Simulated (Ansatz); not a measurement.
Calculation for Os (fcc type): DFT, PBE, PAW with Ansatz's default frozen-core files, fully relativistic files with spin-orbit coupling (Ansatz 0.2.0). This run: fcc relaxed.

The start is a guessed cell of a prototype that needn't be stable.

Command: `ansatz run input.yaml --threads 2 --pin off --max-ram 5120MiB --backend cpu --events-out ev --progress --plain --runs-dir out` It took 12 s on 2 threads of Arm Neoverse V1 (shared host), peak memory 0.41 GiB.

```yaml
crystal:
  lattice:
    - [0.0, 1.9256898635, 1.9256898635]
    - [1.9256898635, 0.0, 1.9256898635]
    - [1.9256898635, 1.9256898635, 0.0]
  atoms:
    - { symbol: Os, position: [0.0, 0.0, 0.0] }
kpoints:
  mp_grid: { grid: [18, 18, 18] }
scf:
  occupations: { method: fermi_dirac, width: 0.05 }
hamiltonian:
  xc: pbe
  pseudopotentials: { kind: paw_fr }
output:
  forces: true
  stress: true
relax:
  f_tol: 0.005
  max_steps: 40
  cell: {}
magnetization:
  noncollinear: true
  spin_orbit: true
```

Output:

```
Engine: ansatz 0.2.0
Pseudopotentials: kind: paw_fr
Pseudopotential: Os, paw_fr, valence charge 16, recommended cutoff 420 eV (normal), Os.paw.azcp#standard-fr
Functional definition: PBE
  parameter kappa = 0.804
  parameter beta = 0.06672455060314922
  exchange = pbe_x(kappa = kappa, mu = beta*pi^2/3)
  correlation = pbe_c(beta = beta)
non-collinear run that drives no moment, with spin-orbit: no starting moment large enough to seed its density (crystal.atoms[].spin), no starting occupations that ask for one, no magnetisation constraint and no magnetic field, so the semilocal B_xc is pinned to zero
Crystal: 1 atoms, lattice volume = 14.282 Å³
Basis set: ecut = 420 eV, 283 PW (Γ), exchange–correlation on 40×40×40 points (8 copies of the dense FFT grid, shifted against one another)
Bands: 24, of which v1, the nominal top of the filled ones, is band 16 counted from 1 (15 counted from 0)
Symmetry: 48 space group operations + 48 with time reversal
Magnetic group: BNS 225.117 (UNI 1619), of the structure as read, at distance tolerance 2.4e-5 Å
k-points: 195 of 5832
Projection manifold: j_resolved (fully-relativistic pseudo-atomic orbitals)
Non-local potential: Os, projectors of the file, l = 0: 3, l = 1: 4, l = 2: 4, l = 3: 2
PAW form: soft (Blöchl's): semilocal exchange-correlation on the pseudo side does not see the compensation charge
PAW one-centre angular grid: Os, 590 points (default); XC on 64 Gauss nodes
Initial density: superposition of atomic densities (chi_scale 0.1, normalization cell)
Initial wavefunctions: pseudopotential atomic-orbital guess
Functional: x = pbe(κ = 0.804, μ = 0.2195149727645171), c = pbe(β = 0.06672455060314922)
SCF iter   1: F=—  HF=-11413.849095 eV  |F-HF|=—  |Δ(HF+E_count)|=         —  Δρ=5.68e-2  dr2=4.07e-1  dr2_m=0.00e0 (ungated)  ethr=3.10e-3  |M|=0.00e0 ∫|m|=0.00e0 μB  |m|>n=0.0e0 m-floor=0.0e0 τ_xc=0.0e0  β_m=0.30  ⟨swp⟩=6.0  Hψ=11356  notcnv=0  defer=40
preconditioner: auto → none  [metal: Δε(μ)=0.006 eV  Ē_g=11.861 eV  σ=0.050 eV  W_gap=0.03  n_scr=0 (ndim 8)  ℏωp=27.8 eV  f_vac=0.000  D(μ)=0.75/eV (n_scr^D=8)]
SCF iter   2: F=—  HF=-11413.732390 eV  |F-HF|=—  |Δ(HF+E_count)|=   1.17e-1  Δρ=2.90e-2  dr2=8.44e-2  dr2_m=0.00e0 (ungated)  ethr=2.55e-3  |M|=0.00e0 ∫|m|=0.00e0 μB  |m|>n=0.0e0 m-floor=0.0e0 τ_xc=0.0e0  β_m=0.42  ⟨swp⟩=2.2  Hψ=3764  notcnv=0  defer=444
SCF iter   3: F=—  HF=-11413.710820 eV  |F-HF|=—  |Δ(HF+E_count)|=   2.16e-2  Δρ=8.54e-3  dr2=3.12e-3  dr2_m=0.00e0 (ungated)  ethr=5.27e-4  |M|=0.00e0 ∫|m|=0.00e0 μB  |m|>n=0.0e0 m-floor=0.0e0 τ_xc=0.0e0  β_m=0.66  ⟨swp⟩=2.1  Hψ=3493  notcnv=0  defer=446
SCF iter   4: F=—  HF=-11413.711296 eV  |F-HF|=—  |Δ(HF+E_count)|=   4.76e-4  Δρ=4.03e-4  dr2=1.29e-5  dr2_m=0.00e0 (ungated)  ethr=1.95e-5  |M|=0.00e0 ∫|m|=0.00e0 μB  |m|>n=0.0e0 m-floor=0.0e0 τ_xc=0.0e0  β_m=0.72  ⟨swp⟩=1.5  Hψ=2624  notcnv=0  defer=444
SCF iter   5: F=—  HF=-11413.711298 eV  |F-HF|=—  |Δ(HF+E_count)|=   1.29e-6  Δρ=9.82e-5  dr2=3.10e-7  dr2_m=0.00e0 (ungated)  ethr=8.07e-8  |M|=0.00e0 ∫|m|=0.00e0 μB  |m|>n=0.0e0 m-floor=0.0e0 τ_xc=0.0e0  β_m=0.86  ⟨swp⟩=2.1  Hψ=3563  notcnv=0  defer=444
SCF iter   6: F=-11413.711298 eV  HF=-11413.711298 eV  |F-HF|=2.39e-9  |Δ(HF+E_count)|=   5.02e-8  Δρ=1.13e-5  dr2=4.78e-9  dr2_m=0.00e0 (ungated)  ethr=6.25e-10  |M|=0.00e0 ∫|m|=0.00e0 μB  |m|>n=0.0e0 m-floor=0.0e0 τ_xc=0.0e0  ⟨swp⟩=3.9  Hψ=6697  notcnv=0
SCF 1 converged in 6 iterations: F = -11413.711298 eV  dr2 = 4.78e-9
  greatest PAW one-centre occupation: 1.000 electrons in one spin orbital (limit 2), on the Os atom at site 0 (counted from 0), in its partial waves of l = 0
relax step   1: F+E_penalty+E_count = -11413.71129757 eV  Δ(F+E_penalty+E_count) = +0.000e0 eV  max|allowed force component| = 0.000e0 eV/Å  Δτ_max = 0.0000 Å  P = +1.808 GPa  Ω = 14.282 Å³  (6 SCF iters, dr2 threshold 1.00e-7 eV, accepted)
Crystal: 1 atoms, lattice volume = 14.483 Å³
Projection manifold: j_resolved (fully-relativistic pseudo-atomic orbitals)
Initial density: handed on by an earlier stage of this run
Initial wavefunctions: those handed on with the density
iter 1 solved again at ethr=9.58e-8 eV; its pass at ethr=3.10e-3 eV (dr2=1.53e-5 eV) is discarded
SCF iter   1: F=—  HF=-11413.710082 eV  |F-HF|=—  |Δ(HF+E_count)|=         —  Δρ=5.43e-4  dr2=2.01e-5  dr2_m=0.00e0 (ungated)  ethr=9.58e-8  |M|=0.00e0 ∫|m|=0.00e0 μB  |m|>n=0.0e0 m-floor=0.0e0 τ_xc=0.0e0  β_m=0.30  ⟨swp⟩=2.8  Hψ=12817  notcnv=0
preconditioner: auto → none  [metal: Δε(μ)=0.037 eV  Ē_g=11.671 eV  σ=0.050 eV  W_gap=0.18  n_scr=0 (ndim 8)  ℏωp=27.6 eV  f_vac=0.000  D(μ)=0.76/eV (n_scr^D=8)]
SCF iter   2: F=—  HF=-11413.710084 eV  |F-HF|=—  |Δ(HF+E_count)|=   2.24e-6  Δρ=3.62e-4  dr2=7.19e-6  dr2_m=0.00e0 (ungated)  ethr=9.58e-8  |M|=0.00e0 ∫|m|=0.00e0 μB  |m|>n=0.0e0 m-floor=0.0e0 τ_xc=0.0e0  β_m=0.53  ⟨swp⟩=1.0  Hψ=2340  notcnv=0
SCF iter   3: F=—  HF=-11413.710088 eV  |F-HF|=—  |Δ(HF+E_count)|=   3.95e-6  Δρ=6.07e-5  dr2=1.88e-7  dr2_m=0.00e0 (ungated)  ethr=4.49e-8  |M|=0.00e0 ∫|m|=0.00e0 μB  |m|>n=0.0e0 m-floor=0.0e0 τ_xc=0.0e0  β_m=0.57  ⟨swp⟩=1.0  Hψ=2340  notcnv=0
SCF iter   4: F=-11413.710088 eV  HF=-11413.710088 eV  |F-HF|=5.84e-10  |Δ(HF+E_count)|=   1.70e-7  Δρ=7.83e-6  dr2=1.87e-9  dr2_m=0.00e0 (ungated)  ethr=6.25e-10  |M|=0.00e0 ∫|m|=0.00e0 μB  |m|>n=0.0e0 m-floor=0.0e0 τ_xc=0.0e0  ⟨swp⟩=3.2  Hψ=6317  notcnv=0
SCF 2 converged in 4 iterations: F = -11413.710088 eV  dr2 = 1.87e-9
relax step   2: F+E_penalty+E_count = -11413.71008844 eV  Δ(F+E_penalty+E_count) = +1.209e-3 eV  max|allowed force component| = 0.000e0 eV/Å  Δτ_max = 0.0000 Å  P = -3.490 GPa  Ω = 14.483 Å³  energy of the carried Pulay correction = -1.104e-4 eV  (4 SCF iters, dr2 threshold 1.00e-7 eV, rejected (line search))
Crystal: 1 atoms, lattice volume = 14.350 Å³
Projection manifold: j_resolved (fully-relativistic pseudo-atomic orbitals)
iter 1 solved again at ethr=5.02e-8 eV; its pass at ethr=3.10e-3 eV (dr2=8.03e-6 eV) is discarded
SCF iter   1: F=—  HF=-11413.711633 eV  |F-HF|=—  |Δ(HF+E_count)|=         —  Δρ=3.63e-4  dr2=8.95e-6  dr2_m=0.00e0 (ungated)  ethr=5.02e-8  |M|=0.00e0 ∫|m|=0.00e0 μB  |m|>n=0.0e0 m-floor=0.0e0 τ_xc=0.0e0  β_m=0.30  ⟨swp⟩=2.9  Hψ=12211  notcnv=0
preconditioner: auto → none  [metal: Δε(μ)=0.038 eV  Ē_g=11.775 eV  σ=0.050 eV  W_gap=0.18  n_scr=0 (ndim 8)  ℏωp=27.7 eV  f_vac=0.000  D(μ)=0.75/eV (n_scr^D=8)]
SCF iter   2: F=—  HF=-11413.711634 eV  |F-HF|=—  |Δ(HF+E_count)|=   7.66e-7  Δρ=2.42e-4  dr2=3.21e-6  dr2_m=0.00e0 (ungated)  ethr=5.02e-8  |M|=0.00e0 ∫|m|=0.00e0 μB  |m|>n=0.0e0 m-floor=0.0e0 τ_xc=0.0e0  β_m=0.53  ⟨swp⟩=1.0  Hψ=2340  notcnv=0
SCF iter   3: F=—  HF=-11413.711634 eV  |F-HF|=—  |Δ(HF+E_count)|=   3.59e-7  Δρ=3.96e-5  dr2=7.87e-8  dr2_m=0.00e0 (ungated)  ethr=2.01e-8  |M|=0.00e0 ∫|m|=0.00e0 μB  |m|>n=0.0e0 m-floor=0.0e0 τ_xc=0.0e0  β_m=0.57  ⟨swp⟩=1.0  Hψ=2340  notcnv=0
[... lines left out ...]
Projection manifold: j_resolved (fully-relativistic pseudo-atomic orbitals)
Initial wavefunctions: pseudopotential atomic-orbital guess (no wavefunctions were taken with the density)
iter 1 solved again at ethr=7.70e-9 eV; its pass at ethr=3.10e-3 eV (dr2=1.23e-6 eV) is discarded
SCF iter   1: F=—  HF=-11413.711667 eV  |F-HF|=—  |Δ(HF+E_count)|=         —  Δρ=1.36e-5  dr2=4.20e-9  dr2_m=0.00e0 (ungated)  ethr=7.70e-9  |M|=0.00e0 ∫|m|=0.00e0 μB  |m|>n=0.0e0 m-floor=0.0e0 τ_xc=0.0e0  β_m=0.30  ⟨swp⟩=3.1  Hψ=17832  notcnv=0
SCF iter   2: F=—  HF=-11413.711667 eV  |F-HF|=—  |Δ(HF+E_count)|=  6.46e-10  Δρ=9.26e-6  dr2=1.82e-9  dr2_m=0.00e0 (ungated)  ethr=2.63e-11  |M|=0.00e0 ∫|m|=0.00e0 μB  |m|>n=0.0e0 m-floor=0.0e0 τ_xc=0.0e0  β_m=0.58  ⟨swp⟩=2.3  Hψ=3642  notcnv=0
SCF iter   3: F=—  HF=-11413.711667 eV  |F-HF|=—  |Δ(HF+E_count)|=  5.82e-11  Δρ=8.47e-7  dr2=3.50e-11  dr2_m=0.00e0 (ungated)  ethr=1.14e-11  |M|=0.00e0 ∫|m|=0.00e0 μB  |m|>n=0.0e0 m-floor=0.0e0 τ_xc=0.0e0  β_m=0.55  ⟨swp⟩=3.0  Hψ=3879  notcnv=0
SCF iter   4: F=-11413.711667 eV  HF=-11413.711667 eV  |F-HF|=1.82e-12  |Δ(HF+E_count)|=  1.82e-12  Δρ=2.60e-7  dr2=2.54e-12  dr2_m=0.00e0 (ungated)  ethr=1.00e-12  |M|=0.00e0 ∫|m|=0.00e0 μB  |m|>n=0.0e0 m-floor=0.0e0 τ_xc=0.0e0  ⟨swp⟩=4.6  Hψ=8012  notcnv=0
SCF 4 converged in 4 iterations: F = -11413.711667 eV  dr2 = 2.54e-12
relax step   4: F+E_penalty+E_count = -11413.71166728 eV  Δ(F+E_penalty+E_count) = -3.284e-5 eV  max|allowed force component| = 0.000e0 eV/Å  Δτ_max = 0.0000 Å  P = -0.035 GPa  Ω = 14.350 Å³  stress off target by 3.51e-2 GPa  SCF on the basis re-selected at this cell (its energy is not comparable with the rows above)  (4 SCF iters)
basis re-selected at this cell: Δ(F+E_penalty+E_count) = -3.284e-5 eV, ΔP = -0.003 GPa vs the last step (what re-selecting the basis moved, of the pressure what is left beyond the Pulay correction that the steps carried, after the strain that the cell walked since its last selection, with what the two solves' SCF thresholds leave and, on support functions, any second-order correction that the steps lacked; it is no measure of the basis error at this ecutwfc). This SCF's stress stands 3.51e-2 GPa from its target on what of the cell is left free (relax.cell.stress_tol is 5.00e-2 GPa) and its largest allowed force component is 0.00e0 eV/Å (relax.f_tol is 5.00e-3 eV/Å): within both
SCF converged after 4 iterations
Magnetization: |M| = 0.0000 μB,  M = (+0.0000, +0.0000, +0.0000) μB
Absolute magnetization: 0.0000 μB (∫|m|)
  site 0: m = (+0.0000, +0.0000, +0.0000) μB, |m| = 0.0000 μB  (R = 1.13 Å)
Free energy (F): -11413.711667 eV
Harris-Foulkes:  -11413.711667 eV  (|F-HF|=1.82e-12)
Internal energy: -11413.705416 eV  (E = F + TS)
E sigma→0 (E₀):  -11413.708542 eV
Entropy (-TS):   -0.006251 eV (-6.251 meV/atom)
Fermi energy:    25.164588 eV
--- Per-component energies (eV) ---
  E_band       = -79.395678
  E_kinetic    = 561.538592
  E_local      = -804.957289  (includes V_loc(G=0)·N_el)
  E_nonlocal   = -10.397765
  E_hartree    = 332.214677
  E_xc         = -266.664548
  E_vxc        = -284.135194  (∫ρ·V_xc dr)
  E_paw        = -9034.726945  (= ΣΔE_a)
  E_vpaw       = -205.873316  (= ΣTr[D̂ρ^β])
  E_aug_tail   = -0.000075  (compensation charges beyond the density's cutoff)
  E_ewald      = -2190.712064
  E_smearing   = -0.006251  (= −TS)
  E_closure    = 0.000000  (closes the sum)
  Σ components = -11413.711667   (vs F -11413.711667, Δ=0.00e0)
--- Forces (eV/Å), atoms counted from 1 ---
  atom   1  Os     0.00000000     0.00000000     0.00000000
  max |Σ_I F_I| component: 3.49e-32 eV/Å
--- Stress (GPa, compression-positive) ---
       -0.035067      -0.000000      -0.000000
       -0.000000      -0.035067      -0.000000
       -0.000000      -0.000000      -0.035067
  P = ⅓ Tr σ = -0.0351 GPa (-0.351 kbar)
--- Relaxed structure (3 steps of the walk, 2 accepted, 1 SCFs on fresh bases) ---
  F+E_penalty+E_count = -11413.71166728 eV   max|allowed force component| = 0.000e0 eV/Å   (the final SCF, on the basis selected at the relaxed cell)
  cell:  # Å, volume = 14.3499 Å³
    - [-3.5667604230269127e-34, 1.928735834115891, 1.928735834115891]
    - [1.928735834115891, -1.019074406579118e-34, 1.928735834115891]
    - [1.928735834115891, 1.928735834115891, 4.0762976263164716e-34]
  atoms:
    - { symbol: Os, position: [0.0, 0.0, 0.0] }
```

Next run (bcc relaxed), as changes to the input before:

```diff
   lattice:
-    - [0.0, 1.9256898635, 1.9256898635]
-    - [1.9256898635, 0.0, 1.9256898635]
-    - [1.9256898635, 1.9256898635, 0.0]
+    - [-1.5284210575, 1.5284210575, 1.5284210575]
+    - [1.5284210575, -1.5284210575, 1.5284210575]
+    - [1.5284210575, 1.5284210575, -1.5284210575]
   atoms:
 kpoints:
-  mp_grid: { grid: [18, 18, 18] }
+  mp_grid: { grid: [19, 19, 19] }
 scf:
```

Command: `ansatz run input.yaml --threads 2 --pin off --max-ram 5120MiB --backend cpu --events-out ev --progress --plain --runs-dir out` It took 17 s on 2 threads of Arm Neoverse V1 (shared host), peak memory 0.43 GiB.

Results part of the output:

```
basis re-selected at this cell: Δ(F+E_penalty+E_count) = -2.577e-4 eV, ΔP = -0.027 GPa vs the last step (what re-selecting the basis moved, of the pressure what is left beyond the Pulay correction that the steps carried, after the strain that the cell walked since its last selection, with what the two solves' SCF thresholds leave and, on support functions, any second-order correction that the steps lacked; it is no measure of the basis error at this ecutwfc). This SCF's stress stands 1.09e-2 GPa from its target on what of the cell is left free (relax.cell.stress_tol is 5.00e-2 GPa) and its largest allowed force component is 0.00e0 eV/Å (relax.f_tol is 5.00e-3 eV/Å): within both
SCF converged after 5 iterations
Magnetization: |M| = 0.0000 μB,  M = (+0.0000, +0.0000, +0.0000) μB
Absolute magnetization: 0.0000 μB (∫|m|)
  site 0: m = (+0.0000, +0.0000, +0.0000) μB, |m| = 0.0000 μB  (R = 1.11 Å)
Free energy (F): -11412.988058 eV
Harris-Foulkes:  -11412.988058 eV  (|F-HF|=1.82e-12)
Internal energy: -11412.976619 eV  (E = F + TS)
E sigma→0 (E₀):  -11412.982339 eV
Entropy (-TS):   -0.011439 eV (-11.439 meV/atom)
Fermi energy:    24.585757 eV
--- Per-component energies (eV) ---
  E_band       = -91.195990
  E_kinetic    = 561.963493
  E_local      = -839.098651  (includes V_loc(G=0)·N_el)
  E_nonlocal   = -10.304019
  E_hartree    = 342.928627
  E_xc         = -266.231222
  E_vxc        = -283.526557  (∫ρ·V_xc dr)
  E_paw        = -9034.880214  (= ΣΔE_a)
  E_vpaw       = -206.087420  (= ΣTr[D̂ρ^β])
  E_aug_tail   = -0.000061  (compensation charges beyond the density's cutoff)
  E_ewald      = -2167.354572
  E_smearing   = -0.011439  (= −TS)
  E_closure    = -0.000000  (closes the sum)
  Σ components = -11412.988058   (vs F -11412.988058, Δ=0.00e0)
--- Forces (eV/Å), atoms counted from 1 ---
  atom   1  Os    -0.00000000     0.00000000     0.00000000
  max |Σ_I F_I| component: 2.10e-30 eV/Å
--- Stress (GPa, compression-positive) ---
       -0.010859      -0.000000       0.000000
       -0.000000      -0.010859       0.000000
        0.000000      -0.000000      -0.010859
  P = ⅓ Tr σ = -0.0109 GPa (-0.109 kbar)
--- Relaxed structure (4 steps of the walk, 3 accepted, 1 SCFs on fresh bases) ---
  F+E_penalty+E_count = -11412.98805839 eV   max|allowed force component| = 0.000e0 eV/Å   (the final SCF, on the basis selected at the relaxed cell)
  cell:  # Å, volume = 14.8216 Å³
    - [-1.5474325327334053, 1.5474325327334053, 1.5474325327334053]
    - [1.5474325327334053, -1.5474325327334053, 1.5474325327334053]
    - [1.5474325327334053, 1.5474325327334053, -1.5474325327334053]
  atoms:
    - { symbol: Os, position: [0.0, 0.0, 0.0] }
```

Next run (hcp relaxed), as changes to the input before:

```diff
   lattice:
-    - [-1.5284210575, 1.5284210575, 1.5284210575]
-    - [1.5284210575, -1.5284210575, 1.5284210575]
-    - [1.5284210575, 1.5284210575, -1.5284210575]
+    - [2.7305981567, 0.0, 0.0]
+    - [-1.3652990784, 2.3647673712, 0.0]
+    - [0.0, 0.0, 4.4235690139]
   atoms:
-    - { symbol: Os, position: [0.0, 0.0, 0.0] }
+    - { symbol: Os, position: [0.3333333333, 0.6666666667, 0.25] }
+    - { symbol: Os, position: [0.6666666667, 0.3333333333, 0.75] }
 kpoints:
-  mp_grid: { grid: [19, 19, 19] }
+  mp_grid: { grid: [17, 17, 9] }
 scf:
```

Results part of the output:

```
basis re-selected at this cell: Δ(F+E_penalty+E_count) = +3.333e-5 eV, ΔP = +0.001 GPa vs the last step (what re-selecting the basis moved, of the pressure what is left beyond the Pulay correction that the steps carried, after the strain that the cell walked since its last selection, with what the two solves' SCF thresholds leave and, on support functions, any second-order correction that the steps lacked; it is no measure of the basis error at this ecutwfc). This SCF's stress stands 1.07e-2 GPa from its target on what of the cell is left free (relax.cell.stress_tol is 5.00e-2 GPa) and its largest allowed force component is 7.63e-17 eV/Å (relax.f_tol is 5.00e-3 eV/Å): within both
SCF converged after 5 iterations
Magnetization: |M| = 0.0000 μB,  M = (+0.0000, +0.0000, +0.0000) μB
Absolute magnetization: 0.0000 μB (∫|m|)
  site 0: m = (+0.0000, +0.0000, +0.0000) μB, |m| = 0.0000 μB  (R = 1.11 Å)
  site 1: m = (+0.0000, +0.0000, +0.0000) μB, |m| = 0.0000 μB  (R = 1.11 Å)
Free energy (F): -22827.682409 eV
Harris-Foulkes:  -22827.682409 eV  (|F-HF|=1.46e-11)
Internal energy: -22827.673099 eV  (E = F + TS)
E sigma→0 (E₀):  -22827.677754 eV
Entropy (-TS):   -0.009310 eV (-4.655 meV/atom)
Fermi energy:    25.491479 eV
--- Per-component energies (eV) ---
  E_band       = -155.933063
  E_kinetic    = 1122.943393
  E_local      = -1602.196403  (includes V_loc(G=0)·N_el)
  E_nonlocal   = -20.967117
  E_hartree    = 662.211669
  E_xc         = -533.482378
  E_vxc        = -568.480419  (∫ρ·V_xc dr)
  E_paw        = -18069.388041  (= ΣΔE_a)
  E_vpaw       = -411.655655  (= ΣTr[D̂ρ^β])
  E_aug_tail   = -0.000163  (compensation charges beyond the density's cutoff)
  E_ewald      = -4386.794060
  E_smearing   = -0.009310  (= −TS)
  E_closure    = 0.000000  (closes the sum)
  Σ components = -22827.682409   (vs F -22827.682409, Δ=0.00e0)
--- Forces (eV/Å), atoms counted from 1 ---
  atom   1  Os    -0.00000000    -0.00000000    -0.00000000
  atom   2  Os     0.00000000     0.00000000     0.00000000
  max |Σ_I F_I| component: 1.85e-17 eV/Å
--- Stress (GPa, compression-positive) ---
       -0.005412      -0.000000       0.000000
       -0.000000      -0.005412      -0.000000
        0.000000      -0.000000       0.010655
  P = ⅓ Tr σ = -0.0001 GPa (-0.001 kbar)
--- Relaxed structure (5 steps of the walk, 4 accepted, 1 SCFs on fresh bases) ---
  F+E_penalty+E_count = -22827.68240946 eV   max|allowed force component| = 7.633e-17 eV/Å   (the final SCF, on the basis selected at the relaxed cell)
  cell:  # Å, volume = 28.5752 Å³
    - [2.7561249515450252, 2.913737679605865e-11, -4.648713184020093e-30]
    - [-1.3780624757977464, 2.3868742240275784, -3.809309378940084e-19]
    - [2.331227175016522e-33, -7.12575077712021e-19, 4.343705771969611]
  atoms:
    - { symbol: Os, position: [0.33333333333333337, 0.6666666666666666, 0.25] }
    - { symbol: Os, position: [0.6666666666666667, 0.3333333333333333, 0.75] }
```
